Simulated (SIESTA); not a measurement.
The system is SnO.

```
Sn O
1.0
     3.81370    0.00000    0.00000
     0.00000    3.81370    0.00000
     0.00000    0.00000    4.88691
Sn O
2 2
Direct
  0.50000 0.00000 0.76463
  0.00000 0.50000 0.23537
  0.00000 0.00000 0.00000
  0.50000 0.50000 0.00000
```

The cell is a database's computed one.

Base run:

- Program: SIESTA 5.4.2
- Functional: vdW-DF
- Potentials or basis: PseudoDojo 0.4 standard (PBE files)
- Basis: DZP (energy shift 0.003 Ry; two zetas on semicore shells)
- Grid cutoff: 800 Ry
- Energy shift: 0.003 Ry
- k mesh: 7 × 7 × 6
- Occupations: fermi-dirac, width 0.05 eV
- Spin: no spin polarisation

Its results: band gap on the k mesh 0.54 eV, indirect (least direct gap 2.15 eV); pressure 11.0 GPa; largest force 1.261 eV/Å.

Q: After a change of settings the same cell gave: band gap on the k mesh 0.65 eV, indirect (least direct gap 2.20 eV); pressure 14.6 GPa; largest force 1.528 eV/Å. Which change was it?
A. functional from vdW-DF to vdW-DF2
B. functional from vdW-DF to vdW-DF-C09
C. functional from vdW-DF to VV10
D. functional from vdW-DF to vdW-DF-cx

A: A.

Caveats: the potentials were made for another functional, which shifts forces and pressure; spin-orbit coupling is left out, which moves the levels of the heavy elements; an odd mesh through Γ misses points on the zone boundary, where band edges often lie; the basis of atomic orbitals isn't converged, which shifts pressures, moduli and gaps.

Runs at the PBE level aren't shown here.
